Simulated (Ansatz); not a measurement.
A 2-atom cell of NaH started from a crystallographic database with hydrogen sites as listed (r2SCAN geometry), in Ansatz:

```yaml
crystal:
  lattice:
    - [0.00000, 2.39751, 2.39751]
    - [2.39751, 0.00000, 2.39751]
    - [2.39751, 2.39751, 0.00000]
  atoms:
    - { symbol: Na, position: [0.00000, 0.00000, 0.00000] }
    - { symbol: H, position: [0.50000, 0.50000, 0.50000] }
```

G0W0@PBE with 103 empty bands, a screening cutoff of 140 eV and a 4×4×4 mesh (PAW, contour deformation) gives 5.981 eV over the mesh points, from a PBE gap of 3.803 eV; it sums over 108 bands with 113 plane waves in the screening and a wave cutoff of 420 eV. The G0W0 figures hold for the stated bands, cutoff and mesh and aren't extrapolated. No spin polarisation and no zero-point or thermal motion.

Q: Another run gave a Kohn-Sham gap of 3.803 eV and a G0W0 gap of 6.011 eV, summing over 108 bands with 113 plane waves in the screening and a wave cutoff of 420 eV. What was changed?

A: Frequency model Godby-Needs pole. Only the quasiparticle gap differs.

Q: Estimate the gap with empty bands 190, screening cutoff 210 eV.

A: 6.036 eV (+0.055 eV), from a Kohn-Sham gap of 3.803 eV.
